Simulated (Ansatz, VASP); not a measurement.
# Fe3Ge: VASP beside Ansatz

The input INCAR:

```
ALGO     = Normal         # electronic algorithm
EDIFF    = 1E-6           # SCF threshold, eV
ENCUT    = 520            # plane-wave cutoff, eV
GGA      = PS             # functional
ISIF     = 2              # what is computed and relaxed
ISMEAR   = -1             # smearing method
LASPH    = T              # aspherical terms in the spheres
LCHARG   = F              # write CHGCAR
LREAL    = F              # projectors in reciprocal space
LWAVE    = F              # write WAVECAR
NBANDS   = 27             # bands
NELM     = 80             # most SCF steps
PREC     = Accurate       # precision mode
SIGMA    = 0.03           # smearing width, eV
```

File KPOINTS:

```
k-points
0
Gamma
  9 9 9
```

The input POSCAR:

```
Fe3Ge
1.0
    3.4674758748      0.0000000000      0.0000000000
    0.0000000000      3.4674758748      0.0000000000
    0.0000000000      0.0000000000      3.4674758748
Fe Ge
3 1
Direct
    0.0000000000      0.5000000000      0.5000000000
    0.5000000000      0.5000000000      0.0000000000
    0.5000000000      0.0000000000      0.5000000000
    0.0000000000      0.0000000000      0.0000000000
```

Input for Ansatz:

```yaml
crystal:
  lattice:
    - [3.4674758748, 0.0, 0.0]
    - [0.0, 3.4674758748, 0.0]
    - [0.0, 0.0, 3.4674758748]
  atoms:
    - { symbol: Fe, position: [0.0, 0.5, 0.5] }
    - { symbol: Fe, position: [0.5, 0.5, 0.0] }
    - { symbol: Fe, position: [0.5, 0.0, 0.5] }
    - { symbol: Ge, position: [0.0, 0.0, 0.0] }
kpoints:
  mp_grid: { grid: [9, 9, 9] }
scf:
  occupations: { method: fermi_dirac, width: 0.03 }
  lower_state_search: "off"
hamiltonian:
  xc: pbesol
  pseudopotentials: { kind: paw }
output:
  forces: true
  stress: true
  eigenvalues: true
```

Change from the starting cell: volume scaled by 0.85, no spin polarisation, PAW files.

Alike in both runs: task single point; functional PBEsol; k mesh 9 × 9 × 9; occupations fermi-dirac, width 0.03 eV; no spin polarisation.

|  | VASP | Ansatz |
| --- | --- | --- |
| version | VASP 6.6.1 | Ansatz 0.2.0 |
| potentials or method | VASP PAW PBE potentials, release 64 (Fe, Ge_d) | PAW with Ansatz's default frozen-core files, scalar-relativistic |
| plane-wave cutoff (eV) | 520 | 420 |
| valence electrons in the cell | 38 | 62 |

|  | VASP | Ansatz | Ansatz less VASP |
| --- | --- | --- | --- |
| pressure (GPa) | 10.2 | 9.9 | -0.30 |

The two sets of potentials don't hold the same shells in valence.

Caveats: the PAW data sets were made with another functional, which shifts forces and pressure a little (VASP). Spin polarisation is off, so any magnetic state and its effect on volume and gap are missing.
